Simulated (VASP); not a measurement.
LiH: band structure with PBE

Crystal: LiH.

```
CELL_PARAMETERS angstrom
2.50699 0.00000 0.00000
0.00000 2.50699 0.00000
0.00000 0.00000 2.50699
ATOMIC_POSITIONS crystal
Li 0.50000 0.50000 0.50000
H 0.00000 0.00000 0.00000
```

The cell was built by a generator and needn't be a form met in nature.

```yaml
Program: VASP 6.6.1
Task: band structure
Functional: PBE
Potentials_or_basis: VASP PAW PBE potentials, release 64 (Li_sv, H)
Cutoff: 900 eV
k_mesh: 11 × 11 × 11
Occupations: fermi-dirac, width 0.05 eV
Spin: no spin polarisation
Further_INCAR_settings: ALGO = Normal; EDIFF = 1e-06; NBANDS = 9
```

```json
{
 "Pressure": "-0.1 GPa",
 "Band gap along the path": "0.71 eV, indirect (least direct gap 4.21 eV)"
}
```

Levels at the corners of the path, in eV from the valence-band top:
```
point  band 1  band 2  band 3  band 4  band 5
    Γ  -48.10   -8.80   11.93   11.93   11.93
    X  -48.04   -6.55    0.71   11.38   16.20
    X  -48.04   -6.55    0.71   11.38   16.20
    M  -48.00   -2.66    1.55    1.55    9.05
    M  -48.00   -2.66    1.55    1.55    9.05
    Γ  -48.10   -8.80   11.93   11.93   11.93
    Γ  -48.10   -8.80   11.93   11.93   11.93
    R  -47.95    0.00    6.41    6.41    6.41
    R  -47.95    0.00    6.41    6.41    6.41
    X  -48.04   -6.55    0.71   11.38   16.20
    M  -48.00   -2.66    1.55    1.55    9.05
    R  -47.95    0.00    6.41    6.41    6.41
```

Run time: 30 s on 1 thread of AMD EPYC 7R13 Processor (Zen 3) (shared host), peak memory 0.13 GiB.
